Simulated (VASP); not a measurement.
A run of VASP 6.6.1 is set up as follows.

Contents of INCAR:

```
SYSTEM = MoSe2
  PREC = Accurate
  ENCUT = 600
  EDIFF = 1E-6
  ISMEAR = 0
  SIGMA = 0.03
  LREAL = .False.
  LASPH = .True.
  NELM = 80
  ALGO = Normal
  ISIF = 3
  LWAVE = .False.
  LCHARG = .False.
  IBRION = 2
  NSW = 90
  EDIFFG = -0.01
  KPAR = 2
```

The input KPOINTS:

```
Automatic mesh
0
Gamma
  9 9 2
  0 0 0
```

POSCAR

```
MoSe2
1.0
    3.2880000000      0.0000000000      0.0000000000
   -1.6440000000      2.8474915276      0.0000000000
    0.0000000000      0.0000000000     12.9000000000
Mo Se
2 4
Direct
    0.3333333333      0.6666666667      0.2500000000
    0.6666666667      0.3333333333      0.7500000000
    0.3333333333      0.6666666667      0.6250000000
    0.6666666667      0.3333333333      0.1250000000
    0.3333333333      0.6666666667      0.8750000000
    0.6666666667      0.3333333333      0.3750000000
```

Potentials or basis: VASP PAW LDA potentials, release 64 (Mo_sv, Se).

The run is started by

```sh
$ cat potpaw_LDA.64/Mo_sv/POTCAR potpaw_LDA.64/Se/POTCAR > POTCAR
$ mpirun -np 2 vasp_std > vasp.out
```

**Question.** What does it give for the band gap on the k mesh?

**Answer.** 0.83 eV, indirect (least direct gap 1.51 eV).

**Question.** What does it give for the relaxed cell?

**Answer.** a = 3.252 Å, b = 3.252 Å, c = 12.739 Å, α = 90.00°, β = 90.00°, γ = 120.00°.

**Question.** Estimate the space group after relaxing (to 0.05 Å).

**Answer.** P6_3/mmc (No. 194).

The path:
```tsv
step	energy change (eV)	largest force (eV/Å)	pressure (GPa)	volume (Å³)
1	0.0000	0.6608	1.14	120.78
2	0.0060	0.5839	-4.63	123.26
3	-0.0444	0.0274	-1.78	121.97
4	-0.0592	0.0713	0.45	119.05
5	-0.0612	0.0595	-0.14	119.79
6	-0.0628	0.0903	0.04	119.48
7	-0.0652	0.1853	0.58	118.55
8	-0.0656	0.1785	0.55	118.52
9	-0.0670	0.1592	0.42	118.44
10	-0.0691	0.1217	0.17	118.28
11	-0.0712	0.0470	-0.33	117.96
12	-0.0713	0.0314	-0.43	117.89
13	-0.0720	0.0260	-0.34	117.62
14	-0.0729	0.0160	-0.19	117.15
15	-0.0731	0.0042	0.15	116.20
16	-0.0733	0.0065	-0.03	116.66
17	-0.0733	0.0049	-0.01	116.61
18	-0.0733	0.0059	0.00	116.64
19	-0.0734	0.0008	-0.05	116.67
20	-0.0734	0.0083	-0.08	116.71
21	-0.0734	0.0007	0.01	116.66
```

Caveat: an odd mesh through Γ misses points on the zone boundary, where band edges often lie. LDA usually gives volumes a few per cent too small.
